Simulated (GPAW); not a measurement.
Runs of GPAW 26.7.0 on Al. Symmetry: Fm-3m, No. 225, cubic system. Conventional cell: a = 4.050 Å, b = 4.050 Å, c = 4.050 Å, α = 90.00°, β = 90.00°, γ = 90.00°. Around Al (site symmetry m-3m) lie 12 Al at 2.86 Å. 

```tsv
task	level	potentials or basis	cell	smearing	optimizer	fmax	max steps	convergence	band path	gap on the mesh (eV)	pressure (GPa)	V0 of scaled cells (Å³/atom)	B0 (GPa)
relaxation of cell and atoms	RPBE+D3(BJ)	the program's PAW data sets (release 1.2.1) made for this functional, pw	relaxed	fermi-dirac 0.05 eV	FIRE	0.02 eV/Å	40	density=1e-05 forces=0.0001	-	none	-0.2	-	-
band structure	r2SCAN	GPAW PAW data sets (gpaw-data 1.2.1), pw	as given	fermi-dirac 0.05 eV	-	-	-	-	GXWKGLUWLK,UX	-	-3.3	-	-
phonons	PBE+D3(BJ)	GPAW PAW data sets (gpaw-data 1.2.1), pw	relaxed	fermi-dirac 0.05 eV	-	-	-	density=1e-06 eigenstates=1e-09	GXWKGLUWLK,UX	none	0.0	-	-
single point	PBE	GPAW PAW data sets (gpaw-data 1.2.1), pw	as given	gaussian 0.027 eV	-	-	-	-	-	none	-0.4	-	-
single point	PBE	GPAW PAW data sets (gpaw-data 1.2.1), pw	as given	gaussian 0.014 eV	-	-	-	-	-	none	-0.4	-	-
equation of state	PW91	PAW data sets generated in the run's folder for this functional, pw	as given	fermi-dirac 0.05 eV	-	-	-	-	-	-	-	16.63	76
band structure	rSCAN	GPAW PAW data sets (gpaw-data 1.2.1), pw	as given	fermi-dirac 0.05 eV	-	-	-	-	GXWKGLUWLK,UX	-	-2.8	-	-
equation of state	LDA	JTH PAW 2.0, LDA, pw	as given	fermi-dirac 0.05 eV	-	-	-	-	-	-	-	(b)	(a)
```

Alike in all rows: no spin polarisation; k mesh 11 × 11 × 11; cutoff (eV) 600.

Fill in the values left out.

(a) 85; (b) 15.78.

Caveats: pairwise dispersion overbinds metals, which lowers pressure and volume (some runs); the PAW data sets were made with another functional, which shifts forces and pressure a little (some runs); later steps reuse the first step's grids (some runs); the volume moved by over 15 % at a fixed basis, so the end points are rough (some runs); the volume moved by -18 % from the deposited cell, more than functionals usually miss (some runs); phonon bands are interpolated from a small supercell (some runs); the program truncates these outside data sets (some runs).

A k mesh can miss the band edges.

A gap of «none» marks a metal or a gap under the smearing width.

Not every run made on this cell is shown here.
